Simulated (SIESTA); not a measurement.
Runs of SIESTA 5.4.2 on BeS. Symmetry: F-43m, No. 216, cubic system. The conventional cell has a = 4.850 Å, b = 4.850 Å, c = 4.850 Å, α = 90.00°, β = 90.00°, γ = 90.00°. Around S (site symmetry -43m) lie 4 Be at 2.10 Å. Around Be (site symmetry -43m) lie 4 S at 2.10 Å. 

```tsv
potentials or basis	gap on the mesh (eV)	pressure (GPa)
PseudoDojo 0.4 standard (PBE files), DZDP (energy shift 0.003 Ry; two zetas on semicore shells)	3.17	3.2
PseudoDojo 0.4 standard (PBE files), SZP (energy shift 0.003 Ry)	(a)	(c)
PseudoDojo 0.4 standard (PBE files), TZDP (energy shift 0.003 Ry; two zetas on semicore shells)	3.19	3.4
PseudoDojo 0.4 standard (PBE files), TZP (energy shift 0.003 Ry; two zetas on semicore shells)	3.17	2.1
PseudoDojo 0.4 standard (PBE files), DZP (energy shift 0.003 Ry; two zetas on semicore shells)	3.16	(b)
```

Alike in all rows: task band structure; level PBE; no spin polarisation; cell as given; k mesh 9 × 9 × 9; smearing fermi-dirac 0.05 eV; grid cutoff 800 Ry; energy shift 0.003 Ry.

Question: Estimate the missing entries.

Answer: (a) 3.58; (b) 1.9; (c) 2.9.

Caveats: short orbitals over semicore shells can move pressures by several GPa; the mesh misses the band edges, which the band path finds closer together; the basis of atomic orbitals isn't converged, which shifts pressures, moduli and gaps.
